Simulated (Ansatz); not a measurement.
In:

```
In
1.0
     3.33548    0.00000    0.00000
    -1.66774    2.88861    0.00000
     0.00000    0.00000    5.50914
In
2
Direct
  0.66667 0.33333 0.75000
  0.33333 0.66667 0.25000
```

This isn't the form of In at room conditions, which is tetragonal.

| Property | Result |
| --- | --- |
| Program | Ansatz 0.2.0 |
| Task | relaxation of cell and atoms |
| Functional | PBEsol0 |
| Potentials or basis | Ansatz PAW |
| Cutoff | 420 eV (not typed: the program's choice for these potentials) |
| k mesh | 5 × 5 × 3 |
| Occupations | fermi-dirac, width 0.05 eV |
| Spin | no spin polarisation |

At the start: volume 26.54 Å³/atom.

**Question.** Where does the relaxation end?

**Answer.** It ends after 5 steps and the volume is 25.36 Å³/atom (-4.4 %); space group P6_3/mmc (No. 194, to 0.05 Å).

Step by step:
| step | energy change (eV) | largest force (eV/Å) | volume (Å³) |
| --- | --- | --- | --- |
| 1 | 0.0000 | 0.0000 | 53.08 |
| 2 | -0.0153 | 0.0000 | 50.70 |
| 3 | -0.0156 | 0.0000 | 50.71 |
| 4 | -0.0156 | 0.0000 | 50.72 |
| 5 | -0.0151 | 0.0000 | 50.72 |

Final structure:
```cif
data_structure
_symmetry_space_group_name_H-M 'P 1'
_symmetry_Int_Tables_number 1
_cell_length_a 3.2815
_cell_length_b 3.2815
_cell_length_c 5.4388
_cell_angle_alpha 90.000
_cell_angle_beta 90.000
_cell_angle_gamma 120.000
_cell_volume 50.72
loop_
_atom_site_label
_atom_site_type_symbol
_atom_site_fract_x
_atom_site_fract_y
_atom_site_fract_z
_atom_site_occupancy
In1 In 0.66667 0.33333 0.75000 1
In2 In 0.33333 0.66667 0.25000 1
```

Caveat: the k mesh is coarse (spacing up to 0.44 Å⁻¹), so the values aren't converged, least of all with exact exchange; the plane-wave basis is chosen anew once the cell has moved, so the energies of steps on either side of that aren't comparable; the PAW data sets come from PBE, with cores solved anew for the run's functional, which leaves a small shift of forces and pressure.
